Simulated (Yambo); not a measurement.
# GaP (F-43m) in Yambo: notebook, part 2 of 2

Yambo 5.3.0.

## (3) Optical spectrum, PBE

optics1.in

```
optics
chi
Chimod= "HARTREE"
% BndsRnXd
 1 | 34 |
%
NGsBlkXd= 3 Ry
% LongDrXd
 1 | 0 | 0 |
%
% QpntsRXd
 1 | 1 |
%
% EnRngeXd
 0 | 20 | eV
%
% DmRngeXd
 0.1 | 0.1 | eV
%
ETStpsXd= 200
```

scf.in

```
&CONTROL
  calculation = 'scf'
  prefix = 'pwscf'
  outdir = './tmp'
  pseudo_dir = './pseudo'
/
&SYSTEM
  ibrav = 0
  nat = 2
  ntyp = 2
  ecutwfc = 70
  nbnd = 15
  occupations = 'smearing'
  smearing = 'fd'
  degauss = 0.00367493
  force_symmorphic = .true.
/
&ELECTRONS
  conv_thr = 4d-10
  electron_maxstep = 120
  mixing_beta = 0.5
/
ATOMIC_SPECIES
Ga    69.7230 31_Ga_13_1.9_2.4_pbe_n_v1.0.upf
P     30.9738 15_P_5_1.8_1.9_pbe_n_v1.0.upf
CELL_PARAMETERS angstrom
   0.0000000000    2.7252500000    2.7252500000
   2.7252500000    0.0000000000    2.7252500000
   2.7252500000    2.7252500000    0.0000000000
ATOMIC_POSITIONS crystal
Ga     0.0000000000    0.0000000000    0.0000000000
P      0.7500000000    0.7500000000    0.7500000000
K_POINTS automatic
8 8 8 0 0 0
```

nscf.in

```
&CONTROL
  calculation = 'nscf'
  prefix = 'pwscf'
  outdir = './tmp'
  pseudo_dir = './pseudo'
/
&SYSTEM
  ibrav = 0
  nat = 2
  ntyp = 2
  ecutwfc = 70
  nbnd = 159
  occupations = 'fixed'
  force_symmorphic = .true.
/
&ELECTRONS
  conv_thr = 1d-08
  diago_full_acc = .true.
  diago_thr_init = 1d-06
/
ATOMIC_SPECIES
Ga    69.7230 31_Ga_13_1.9_2.4_pbe_n_v1.0.upf
P     30.9738 15_P_5_1.8_1.9_pbe_n_v1.0.upf
CELL_PARAMETERS angstrom
   0.0000000000    2.7252500000    2.7252500000
   2.7252500000    0.0000000000    2.7252500000
   2.7252500000    2.7252500000    0.0000000000
ATOMIC_POSITIONS crystal
Ga     0.0000000000    0.0000000000    0.0000000000
P      0.7500000000    0.7500000000    0.7500000000
K_POINTS automatic
4 4 4 0 0 0
```

Potentials or basis: SPMS 1.0 PBE.

The run is started by

```
OMP_NUM_THREADS=1 pw.x -in scf.in > scf.out
OMP_NUM_THREADS=1 pw.x -in nscf.in > nscf.out
cd tmp/pwscf.save; p2y; mv SAVE ../..; cd ../..
OMP_NUM_THREADS=1 yambo
OMP_NUM_THREADS=1 yambo -F optics1.in -J optics1 -C optics1_out
```

Yambo's report:

```text
[... sections 02.01 to 02.04 as in the set-up run ...]

  [02.05] Energies & Occupations
  ==============================

  [X] === General ===
  [X] Electronic Temperature                        :  0.000000  0.000000 [eV K]
  [X] Bosonic    Temperature                        :  0.000000  0.000000 [eV K]
  [X] Finite Temperature mode                       : no
  [X] El. density                                   :  0.44466E+24 [cm-3]
  [X] Fermi Level                                   :  7.767540 [eV]

  [X] === Gaps and Widths ===
  [X] Conduction Band Min                           :  1.656454 [eV]
  [X] Valence Band Max                              :  0.000000 [eV]
  [X] Filled Bands                                  :   9
  [X] Empty Bands                                   :   10  159
  [X] Direct Gap                                    :  1.817842 [eV]
  [X] Direct Gap localized at k                     :  1
  [X] Indirect Gap                                  :  1.656454 [eV]
  [X] Indirect Gap between kpts                     :   1   7
  [X] Last valence band width                       :  3.417697 [eV]
  [X] 1st conduction band width                     :  3.048884 [eV]

 [03] Transferred momenta grid and indexing
 ==========================================

 IBZ Q-points                                      :   8
 BZ  Q-points                                      :   64

 K/Q-points units:
 rlu = crystal or reduced units; cc = cartesian coordinates; iku = interal k-units

 Q [1]          [rlu]:  0.000000  0.000000  0.000000
 Q [2]          [rlu]: -0.25926E-17 -0.25926E-17  0.25000
 Q [3]          [rlu]:  0.51853E-17  0.51853E-17 -0.50000
 Q [4]          [rlu]: -0.17252E-17  0.25000      0.25000
 Q [5]          [rlu]: -0.21476E-16  0.25000      0.50000
 Q [6]          [rlu]:  0.51853E-17  0.25000     -0.25000
 Q [7]          [rlu]:  0.34504E-17 -0.50000     -0.50000
 Q [8]          [rlu]:  0.250000 -0.500000 -0.250000

 [WARNING] [Xd] User bands 1-34 break level degeneracy

 [04] Dipoles
 ============

  [04.01] Setup: observables and procedures
  =========================================

  [WF-Oscillators/G space/Transverse up loader] Normalization (few states)  min/max  :  0.15082E-16   1.0000

  [WR./optics1//ndb.dipoles]------------------------------------------------------
   Brillouin Zone Q/K grids (IBZ/BZ)                :    8   64    8   64
   RL vectors                                       :   3479 [WF]
   Fragmentation                                    : yes
   Electronic Temperature                           :  0.000000 [K]
   Bosonic    Temperature                           :  0.000000 [K]
   DIP band range                                   :    1   34
   DIP band range limits                            :   9  10
   DIP e/h energy range                             : -1.000000 -1.000000 [eV]
   RL vectors in the sum                            :   3479
   [r,Vnl] included                                 : yes
   Bands ordered                                    : yes
   Direct v evaluation                              : no
   Approach used                                    : G-space v
   Dipoles computed                                 : R V P [G-space]
   Wavefunctions                                    : Perdew, Burke & Ernzerhof(X)+Perdew, Burke & Ernzerhof(C)

  [WARNING] [r,Vnl^pseudo] included in position and velocity dipoles.

  [WARNING] In case H contains other non local terms, these are neglected

 [05] Optics
 ===========

 [X-CG] R(p) Tot o/o(of R):   1194  14400    100
```

o-optics1.eps_q1_inv_rpa_dyson:

```text
# Absorption @ Q(1):   1.00000000      0.00000000      0.00000000    [q->0 direction]
#
# [ X ] Hartree size                              :   51
# [GEN] GF Energies                               : Perdew, Burke & Ernzerhof(X)+Perdew, Burke & Ernzerhof(C)
# [GEN] Green`s Function                          : T-ordered
#
# [GEN] Gauge                                     : Length
# [GEN] [r,Vnl] included                          : yes
#
#    E[1] [eV]          Im(eps)            Re(eps)            Im(eps_o)          Re(eps_o)
#
        0.000000           0.522206           18.05910           0.579971           19.45361
        0.100503           0.524571           18.07856           0.582536           19.47461
        0.201005           0.531769           18.13734           0.590337           19.53806
        0.301508           0.544113           18.23674           0.603716           19.64534
        0.402010           0.562163           18.37898           0.623281           19.79887
        0.502513           0.586796           18.56743           0.649984           20.00227
[... 192 lines left out ...]
        19.89950           0.221314           0.314975           0.174490           0.297694
        20.00000           0.279536           0.387936           0.172938           0.366596
#
```

Run time: 20 s. Hardware: 1 thread of AMD EPYC 9R45 (Zen 5), shared host; peak memory 0.28 GiB.

What came out:

```
Band gap on the k mesh, mean-field level                              : 1.66 eV, indirect (least direct gap 1.82 eV)
Electronic dielectric constant along the field                        : 18.06
Electronic dielectric constant along the field, independent particles : 19.45
```

Dielectric function (along the field direction of the input):
| energy (eV) | real part | imaginary part |
| --- | --- | --- |
| 0.30 | 18.24 | 0.54 |
| 0.90 | 19.91 | 0.79 |
| 1.61 | 29.10 | 4.84 |
| 2.31 | 26.53 | 4.69 |
| 3.02 | -27.11 | 25.36 |
| 3.62 | 12.02 | 5.53 |
| 4.32 | 33.49 | 29.51 |
| 5.03 | -12.86 | 5.64 |
| 5.73 | -8.89 | 9.12 |
| 6.33 | -9.89 | 1.75 |
| 7.04 | -4.38 | 3.18 |
| 7.74 | -2.58 | 0.61 |
| 8.44 | -1.90 | 3.65 |
| 9.05 | 0.00 | 1.54 |
| 9.75 | 1.33 | 5.42 |
| 10.45 | -4.75 | 3.19 |
| 11.16 | -2.25 | 0.99 |
| 11.76 | -1.84 | 0.51 |
| 12.46 | -0.94 | 0.63 |
| 13.17 | -1.11 | 0.44 |
| 13.87 | -0.27 | 1.14 |
| 14.47 | -0.72 | 0.41 |
| 15.18 | -0.35 | 0.39 |
| 15.88 | -0.21 | 0.12 |
| 16.58 | 0.09 | 0.27 |
| 17.19 | 0.00 | 0.31 |
| 17.89 | 0.21 | 0.35 |
| 18.59 | 0.07 | 0.43 |
| 19.30 | 0.36 | 0.62 |
| 20.00 | 0.39 | 0.28 |

Caveat: the k mesh is coarse (spacing up to 0.50 Å⁻¹), so the values aren't converged; spectra need much finer meshes, so this one isn't converged; these spectra lack excitons.
